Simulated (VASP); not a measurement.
**Dielectric function of RbBr**

Aim: the dielectric function of RbBr for independent particles, and its static limit with local fields. The cell is of the rock-salt type, one of the forms listed for this formula. The start is a cell from a database of measured crystal structures.

Program: VASP 6.6.1. Level of theory: PBE; plane waves and PAW (Rb_sv, Br), in the first sound run; inputs show where later runs differ. Results are calculated unless marked as measured.

This is a report of a sequence of runs, with most program output left out.

The database entry behind the starting cell differs from later determinations by our own check (about 0.5 % short), so it need not match the best structure at ambient conditions.

## Step 1: Starting point

Symmetry: Fm-3m, No. 225, cubic system. The conventional cell has a = 6.854 Å, b = 6.854 Å, c = 6.854 Å, α = 90.00°, β = 90.00°, γ = 90.00°. Rb has 6 Br at 3.43 Å nearest. Nearest to Br lie 6 Rb at 3.43 Å. Farther neighbours and most contacts between anions are not listed.

As a file:

```cif
data_structure
_symmetry_space_group_name_H-M 'Fm-3m'
_symmetry_Int_Tables_number 225
_cell_length_a 6.8540
_cell_length_b 6.8540
_cell_length_c 6.8540
_cell_angle_alpha 90.000
_cell_angle_beta 90.000
_cell_angle_gamma 90.000
_cell_volume 321.98
loop_
_atom_site_label
_atom_site_type_symbol
_atom_site_symmetry_multiplicity
_atom_site_Wyckoff_symbol
_atom_site_fract_x
_atom_site_fract_y
_atom_site_fract_z
_atom_site_occupancy
Rb1 Rb 4 a 0.00000 0.00000 0.00000 1
Br1 Br 4 b 0.50000 0.00000 0.00000 1
```

## Step 2: Ground state

The ground state comes first.

INCAR

```
SYSTEM = RbBr
PREC = Accurate
ENCUT = 400
EDIFF = 1E-07
NELM = 100
ISMEAR = 0
SIGMA = 0.05
LREAL = .FALSE.
ALGO = Normal
GGA = PE
NBANDS = 14
LORBIT = 11
LWAVE = .FALSE.
LCHARG = .FALSE.
KPAR = 4
```

POSCAR

```
RbBr
1.0
    0.0000000000      3.4270000000      3.4270000000
    3.4270000000      0.0000000000      3.4270000000
    3.4270000000      3.4270000000      0.0000000000
Rb Br
1 1
Direct
    0.0000000000      0.0000000000      0.0000000000
    0.5000000000      0.5000000000      0.5000000000
```

KPOINTS

```
Automatic mesh
0
Gamma
6 6 6
0 0 0
```

PAW data sets: Rb_sv and Br (PBE family, release 64).

Launch:

```console
$ mpirun -np 4 vasp_std
```

Run time: 8 s. Hardware: 4 MPI ranks of AMD EPYC 7R43, shared host; peak memory 0.6 GiB.

The gap is read on the k-mesh alone, so it is an upper bound where the band edges lie off the mesh.

This step gave:

```yaml
free_energy_toten: -6.097 eV
fermi_energy: -1.494 eV
pressure: 1.004 GPa
gap_on_the_k_mesh: 4.362 eV
least_direct_gap_on_the_k_mesh: 4.362 eV
```

The cell has a gap of 4.36 eV on this mesh. Spin-orbit coupling is left out, which can shift or reorder these edges.

## Step 3: Spectrum

LOPTICS sums the direct transitions; the mesh is finer and NBANDS larger than for the ground state.

INCAR: that of step 2 with these lines changed.

```diff
@@ -10,4 +10,3 @@
 GGA = PE
-NBANDS = 14
-LORBIT = 11
+NBANDS = 44
 LWAVE = .FALSE.
@@ -15 +14,4 @@
 KPAR = 4
+LOPTICS = .TRUE.
+NEDOS = 2000
+CSHIFT = 0.15
```

POSCAR is that of step 2.

KPOINTS

```
Automatic mesh
0
Gamma
9 9 9
0 0 0
```

Launch:

```console
$ mpirun -np 4 vasp_std
```

Elapsed: 36 s, on 4 MPI ranks; peak memory 0.8 GiB.

These are independent-particle spectra without excitons or local fields, and fine structure depends on the mesh and on CSHIFT.

This step gave:

```yaml
fermi_energy: -1.524 eV
pressure: 1.005 GPa
```

The imaginary dielectric function, xx has structure finer than the step of the table below, so its rows give means over 1 eV, whole bins alone (the curve runs from 0 to 25.0 eV). Peaks (eV: height): 7.2: 4.02, 9.2: 4.01, 14.5: 2.20, 17.6: 2.19, 19.6: 1.71.

Absorption under the direct gap is the tail of the CSHIFT broadening, and fine structure depends on the mesh. The imaginary dielectric function, xx by photon energy; means over each step:

photon energy (eV), imaginary dielectric function, xx and a bar:
```
        1       0.01 
        2       0.02 
        3       0.04 
        4       0.12 #
        5       0.68 ######
        6       1.75 ###############
        7       3.27 ############################
        8       2.19 ###################
        9       3.46 ##############################
       10       2.50 ######################
       11       1.04 #########
       12       0.95 ########
       13       0.73 ######
       14       1.39 ############
       15       1.93 #################
       16       1.28 ###########
       17       1.52 #############
       18       1.89 ################
       19       1.24 ###########
       20       1.10 ##########
       21       0.69 ######
       22       0.40 ###
       23       0.39 ###
       24       0.26 ##
```

Table of real dielectric function, xx by photon energy:

```csv
photon energy (eV),"real dielectric function, xx"
0.0,2.81
0.5,2.82
1.0,2.84
1.5,2.87
2.0,2.92
2.5,2.99
3.0,3.09
3.5,3.24
4.0,3.47
4.5,3.83
5.0,3.93
5.5,4.02
6.0,4.58
6.5,4.08
7.0,3.37
7.5,1.91
8.0,2.08
8.5,2.82
9.0,2.00
9.5,0.612
10.0,-0.228
10.5,-0.114
11.0,0.347
11.5,0.851
12.0,0.908
12.5,1.01
13.0,1.10
13.5,1.67
14.0,2.23
14.5,1.45
15.0,0.935
15.5,0.496
16.0,0.468
16.5,0.930
17.0,1.47
17.5,0.889
18.0,0.0266
18.5,-0.0817
19.0,0.289
19.5,0.251
20.0,-0.361
20.5,0.0501
21.0,-0.234
21.5,-0.0220
22.0,0.192
22.5,0.226
23.0,0.190
23.5,0.226
24.0,0.233
24.5,0.356
```

## Step 4: Static response with local fields

Perturbation theory (LEPSILON) gives the dielectric tensor with local fields, and the Born charges.

INCAR

```
SYSTEM = RbBr
PREC = Accurate
ENCUT = 400
EDIFF = 1E-08
NELM = 100
ISMEAR = 0
SIGMA = 0.01
LREAL = .FALSE.
ALGO = Normal
GGA = PE
NBANDS = 14
LWAVE = .FALSE.
LCHARG = .FALSE.
KPAR = 4
LEPSILON = .TRUE.
```

POSCAR is that of step 3.

KPOINTS is that of step 3.

Launch:

```console
$ mpirun -np 4 vasp_std
```

Run time: 3.1 min. Hardware: 4 MPI ranks; peak memory 1.1 GiB; 12 min of CPU time.

Energies printed during the response cycles are not total energies of the cell.

Numbers from this step:

```
Fermi energy : -1.656 eV
pressure     : 1.003 GPa
```

Electronic dielectric tensor with local fields:

```
2.55 0.00 0.00
0.00 2.55 0.00
0.00 0.00 2.55
```

Born effective charge (e), principal values of the symmetric part by kind of site:

```csv
atom,atoms with these values,low,middle,high,mean
Rb1,1,1.15,1.15,1.15,1.15
Br2,1,-1.15,-1.15,-1.15,-1.15
```

In full for Br2:

```
-1.15  0.00  0.00
 0.00 -1.15  0.00
 0.00  0.00 -1.15
```

The mean electronic (clamped-ion) dielectric constant is 2.55.

## Step 5: Spectrum at r2SCAN

This step: r2SCAN; plane waves and PAW (Rb_sv, Br) (VASP 6.6.1).

The spectrum is made again with r2SCAN.

INCAR

```
SYSTEM = RbBr
PREC = Accurate
ENCUT = 400
EDIFF = 1E-07
NELM = 100
ISMEAR = 0
SIGMA = 0.05
LREAL = .FALSE.
ALGO = Normal
METAGGA = R2SCAN
LASPH = .TRUE.
NBANDS = 44
LWAVE = .FALSE.
LCHARG = .FALSE.
KPAR = 4
LOPTICS = .TRUE.
NEDOS = 2000
CSHIFT = 0.15
```

POSCAR is that of step 4.

KPOINTS is that of step 4.

Launch:

```console
$ mpirun -np 4 vasp_std
```

Wall time 2.2 min (4 MPI ranks); peak memory 0.76 GiB; 8.9 min of CPU time.

The PAW data sets were made with PBE, which is usual practice but a small mismatch for other functionals.

Numbers from this step:

| Quantity | Value |
| --- | --- |
| free energy (TOTEN) | -31.15 eV |
| Fermi energy | -1.953 eV |
| pressure | 0.4698 GPa |
| gap on the k-mesh | 4.970 eV |
| least direct gap on the k-mesh | 4.970 eV |

The imaginary dielectric function, xx has structure finer than the step of the table below, so its rows give means over 0.5 eV, whole bins alone (the curve runs from 0 to 25.0 eV). Peaks (eV: height): 7.68: 3.60, 9.99: 3.73, 15.46: 2.26, 18.50: 2.16, 20.71: 1.64.

Absorption under the direct gap is the tail of the CSHIFT broadening, and fine structure depends on the mesh. Imaginary dielectric function, xx against photon energy; means over each step:

photon energy (eV), imaginary dielectric function, xx and a bar:
```
      0.5       0.00 
      1.0       0.01 
      1.5       0.01 
      2.0       0.01 
      2.5       0.02 
      3.0       0.02 
      3.5       0.03 
      4.0       0.05 
      4.5       0.08 #
      5.0       0.23 ##
      5.5       0.53 ####
      6.0       0.92 ########
      6.5       1.61 #############
      7.0       2.39 ####################
      7.5       3.26 ###########################
      8.0       2.64 ######################
      8.5       1.84 ###############
      9.0       1.55 #############
      9.5       2.83 #######################
     10.0       3.62 ##############################
     10.5       3.01 #########################
     11.0       1.98 ################
     11.5       1.20 ##########
     12.0       0.89 #######
     12.5       0.98 ########
     13.0       0.92 ########
     13.5       0.89 #######
     14.0       0.61 #####
     14.5       0.82 #######
     15.0       1.76 ###############
     15.5       2.08 #################
     16.0       1.76 ###############
     16.5       1.45 ############
     17.0       0.99 ########
     17.5       0.91 #######
     18.0       1.52 #############
     18.5       2.07 #################
     19.0       1.84 ###############
     19.5       1.28 ###########
     20.0       1.07 #########
     20.5       1.44 ############
     21.0       1.16 ##########
     21.5       0.87 #######
     22.0       0.74 ######
     22.5       0.45 ####
     23.0       0.39 ###
     23.5       0.47 ####
     24.0       0.40 ###
     24.5       0.35 ###
```

The real dielectric function, xx by photon energy:

photon energy (eV), real dielectric function, xx and a bar from the least value:
```
      0.0       2.63 ###################
      0.5       2.63 ###################
      1.0       2.65 ###################
      1.5       2.67 ###################
      2.0       2.71 ###################
      2.5       2.76 ###################
      3.0       2.83 ####################
      3.5       2.92 ####################
      4.0       3.05 #####################
      4.5       3.24 ######################
      5.0       3.55 ########################
      5.5       3.64 #########################
      6.0       3.97 ###########################
      6.5       4.42 ##############################
      7.0       3.75 ##########################
      7.5       3.18 ######################
      8.0       1.66 ############
      8.5       1.63 ############
      9.0       2.55 ##################
      9.5       3.01 #####################
     10.0       1.52 ############
     10.5       0.31 ####
     11.0      -0.12 #
     11.5       0.28 ####
     12.0       0.66 ######
     12.5       0.88 #######
     13.0       1.08 #########
     13.5       0.92 ########
     14.0       1.30 ##########
     14.5       1.94 ##############
     15.0       2.11 ###############
     15.5       0.97 ########
     16.0       0.87 #######
     16.5       0.52 #####
     17.0       0.62 ######
     17.5       1.09 #########
     18.0       1.39 ###########
     18.5       0.87 #######
     19.0       0.16 ###
     19.5       0.04 ##
     20.0       0.38 ####
     20.5       0.46 #####
     21.0      -0.29 
     21.5       0.07 ##
     22.0      -0.22 
     22.5      -0.03 ##
     23.0       0.23 ###
     23.5       0.25 ###
     24.0       0.18 ###
     24.5       0.24 ###
```

## Step 6: Spectrum at LDA

This step: LDA; plane waves and PAW (Rb_sv, Br) (VASP 6.6.1).

The spectrum is made again with LDA.

INCAR: that of step 5 with these lines changed.

```diff
@@ -9,4 +9,3 @@
 ALGO = Normal
-METAGGA = R2SCAN
-LASPH = .TRUE.
+GGA = CA
 NBANDS = 44
```

POSCAR is that of step 5.

KPOINTS is that of step 5.

Launch:

```console
$ mpirun -np 4 vasp_std
```

It took 30 s on 4 MPI ranks; peak memory 0.72 GiB.

The PAW data sets were made with PBE, though LDA sets exist; this is a small mismatch.

Numbers from this step:

```yaml
free_energy_toten: -6.753 eV
fermi_energy: -1.830 eV
pressure: -1.201 GPa
gap_on_the_k_mesh: 3.961 eV
least_direct_gap_on_the_k_mesh: 3.961 eV
```

The imaginary dielectric function, xx has structure finer than the step of the table below, so its rows give means over 1 eV, whole bins alone (the curve runs from 0 to 25.0 eV). Peaks (eV: height): 6.9: 4.18, 9.0: 4.04, 14.5: 2.37, 17.3: 2.16, 19.3: 1.73.

Absorption under the direct gap is the tail of the CSHIFT broadening, and fine structure depends on the mesh. Imaginary dielectric function, xx against photon energy; means over each step:

```csv
photon energy (eV),"imaginary dielectric function, xx"
1,0.00982
2,0.0233
3,0.0520
4,0.322
5,0.930
6,2.49
7,3.31
8,2.14
9,3.68
10,2.08
11,1.00
12,0.918
13,0.649
14,1.62
15,1.96
16,1.15
17,1.88
18,1.57
19,1.33
20,0.950
21,0.568
22,0.397
23,0.365
24,0.252
```

The real dielectric function, xx by photon energy:

```csv
photon energy (eV),"real dielectric function, xx"
0,2.95
1,2.98
2,3.08
3,3.31
4,3.84
5,4.20
6,4.12
7,1.59
8,2.40
9,1.30
10,-0.215
11,0.561
12,0.983
13,1.28
14,2.40
15,0.742
16,0.774
17,1.18
18,-0.103
19,0.505
20,-0.174
21,-0.100
22,0.268
23,0.265
24,0.297
```

## Step 7: What came out

| Quantity | Value |
| --- | --- |
| PBE, independent particles | eps xx at zero frequency 2.81, centre of weight of eps2 xx, over the range kept, at 12.39 eV, mesh 9×9×9 |
| r2SCAN, independent particles | eps xx at zero frequency 2.63, centre of weight of eps2 xx, over the range kept, at 13.22 eV, mesh 9×9×9 |
| LDA, independent particles | eps xx at zero frequency 2.95, centre of weight of eps2 xx, over the range kept, at 12.05 eV, mesh 9×9×9 |
| PBE, with local fields | eps 2.55, 2.55, 2.55 |

What this shows: Local fields, and the bands above those summed, take the mean static value from 2.81 to 2.55. Excitons and quasiparticle shifts are absent, so the onset can't be set against measurement and its shape can differ. Spin-orbit coupling is left out; with Rb and Br in the cell it can split or shift band edges, by an amount that depends on which atoms form them and isn't tested here.

[Lines on the potential files, build, host, timing and source positions are cut from VASP's logs without a mark.]

[Logs are printed without paths, hosts, clocks, repeated set-up lines and the standing remarks that a program may print on its own settings, such as how far it seeks lower states.]

[Hosts, paths, dates, database ids (printed as entryN), source tags and the programs' standing remarks are cut or masked in the printed files.]
